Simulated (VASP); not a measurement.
## Hf3S8 (a cell with a defect): single point with PBEsol

Hf3S8 (a cell with a defect):

```
Hf S
1.0
    -1.79641    3.11148   -5.94589
    -1.79641    3.11148    5.94589
     7.18565    0.00000    0.00000
Hf S
3 8
Direct
  0.81250 0.81250 0.50000
  0.50000 0.50000 0.00000
  0.00000 0.00000 0.00000
  0.78854 0.54479 0.33333
  0.28854 0.04479 0.33333
  0.78854 0.54479 0.83333
  0.28854 0.04479 0.83333
  0.21146 0.45521 0.16667
  0.71146 0.95521 0.16667
  0.21146 0.45521 0.66667
  0.71146 0.95521 0.66667
```

The cell isn't the ideal one: Hf vacancy; atom 1 moved 0.375 of the way to it and +0.000 Å across, host rigid.

| Item | Value |
| --- | --- |
| Program | VASP 6.6.1 |
| Task | single point |
| Functional | PBEsol |
| Potentials or basis | VASP PAW PBE potentials, release 64 (Hf_pv, S) |
| Cutoff | 520 eV |
| k mesh | 4 × 4 × 4 |
| Occupations | gaussian, width 0.05 eV |
| Spin | no spin polarisation |

- Largest force: 21.558 eV/Å
- Band gap on the k mesh: 0.07 eV, indirect (least direct gap 0.30 eV)

Forces on the atoms (eV/Å):
```
Hf   -7.299  12.642   0.000
Hf   -2.401  -1.578   1.644
Hf    2.567   1.291  -1.644
S    -7.396 -11.450 -16.702
S    -0.888  -0.886   0.862
S     0.019   0.419   0.553
S    -0.129  -1.165   0.591
S    -0.372   0.193  -0.553
S     1.074  -0.471  -0.591
S     1.211   0.326  -0.862
S    13.614   0.680  16.702
```

Levels at points of the mesh, in eV from the valence-band top:
```
           k point  band 39  band 40  band 41  band 42  band 43  band 44
(0.00, 0.00, 0.00)    -0.50    -0.21    -0.04     0.32     1.12     1.16
(0.50, 0.00, 0.00)    -0.91    -0.59    -0.32     1.07     1.37     1.44
(0.00, 0.50, 0.00)    -0.82    -0.60    -0.08     0.95     1.37     1.54
(0.50, 0.50, 0.00)    -0.81    -0.31    -0.29     0.38     1.03     1.24
(0.00, 0.00, 0.50)    -0.86    -0.14    -0.02     0.50     0.52     1.64
(0.50, 0.50, 0.50)    -1.24    -0.41    -0.24     0.07     0.44     1.61
```

Wall time 7.8 min on 1 thread of Intel(R) Xeon(R) Platinum 8488C (Sapphire Rapids), with other jobs on the host, peak memory 0.53 GiB.

Caveat: the cell carries a net charge on a neutralising background, which shifts energy and pressure; the cell is charged against a uniform background, so pressure and absolute levels hang on convention; the PAW data sets were made with another functional, which shifts forces and pressure a little; spin-orbit coupling is left out, which moves the levels of the heavy elements.
